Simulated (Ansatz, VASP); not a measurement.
Two plane-wave programs on Cl

```xyz
2
Lattice="3.5344 0.0000 0.0000 -1.7672 3.0609 0.0000 0.0000 0.0000 5.7366" Properties=species:S:1:pos:R:3 pbc="T T T"
Cl    0.0000    2.0406    1.4341
Cl    1.7672    1.0203    4.3024
```

Alike in both runs: task relaxation of cell and atoms; functional r2SCAN; k mesh 6 × 6 × 4; occupations gaussian, width 0.1 eV; no spin polarisation.

```csv
,VASP,Ansatz
version,VASP 6.6.1,Ansatz 0.2.0
potentials or method,"VASP PAW PBE potentials, release 64 (Cl)","scalar-relativistic, plane waves, PAW"
plane-wave cutoff (eV),600,500
valence electrons in the cell,14,14
```

Ansatz gave:

| Item | Value |
| --- | --- |
| gap on the k mesh at the Fermi level, each at its own relaxed structure (eV) | none |
| relaxed volume (Å³/atom) | 22.00 |
| relaxed cell length with the largest relative difference (Å) | 3.917 |
| energy change over the relaxation (meV/atom) | -446 |

Task: Which values does VASP return?

Result: gap on the k mesh at the Fermi level, each at its own relaxed structure (eV): none; relaxed volume (Å³/atom): 21.98; relaxed cell length with the largest relative difference (Å): 3.921; energy change over the relaxation (meV/atom): -448.

A gap of «none» marks a metal or a gap that the smearing closes.

Caveats: the volume moved by over 15 % at a fixed basis, so the end points are rough (VASP); the PAW data sets were made with another functional, which shifts forces and pressure a little (VASP).
